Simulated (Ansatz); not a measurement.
BeO (wurtzite)

```xyz
4
Lattice="2.7118 0.0000 0.0000 -1.3559 2.3485 0.0000 0.0000 0.0000 4.4046" Properties=species:S:1:pos:R:3 pbc="T T T"
Be     1.3559     0.7828     0.0066
Be     0.0000     1.5657     2.2088
O      1.3559     0.7828     2.7472
O      0.0000     1.5657     0.5449
```

In this cell atom 2 (Be, nearest neighbour O at 1.656 Å; its periodic images, 2.7 Å or more away, move with it) is moved by s along Cartesian x, unit vector (1.000, 0.000, 0.000); all other atoms and the cell stay fixed.

These are PBE (plane waves to 420 eV, PAW, scalar-relativistic; Ansatz, a program for electronic structure) values and carry that method's errors. k mesh 11×11×6 (Γ-centred), Fermi-Dirac smearing 0.05 eV. E stands for the smeared free energy. BeO was relaxed with its symmetry unable to fall. The zero of ΔE is the undisplaced structure.

**Question.** Estimate the ΔE (eV/cell) for s (Å) = -0.500, -0.400, -0.300, -0.200, -0.100, 0.100, 0.200, 0.300.

**Answer.** 
| s (Å) | ΔE (eV/cell) |
|---|---|
| -0.500 | 1.660 |
| -0.400 | 0.993 |
| -0.300 | 0.527 |
| -0.200 | 0.224 |
| -0.100 | 0.054 |
| 0.100 | 0.054 |
| 0.200 | 0.224 |
| 0.300 | 0.527 |

(For displaced atoms, the force is minus the slope of the energy, and its curvature is a force constant, which sets phonon frequencies.)
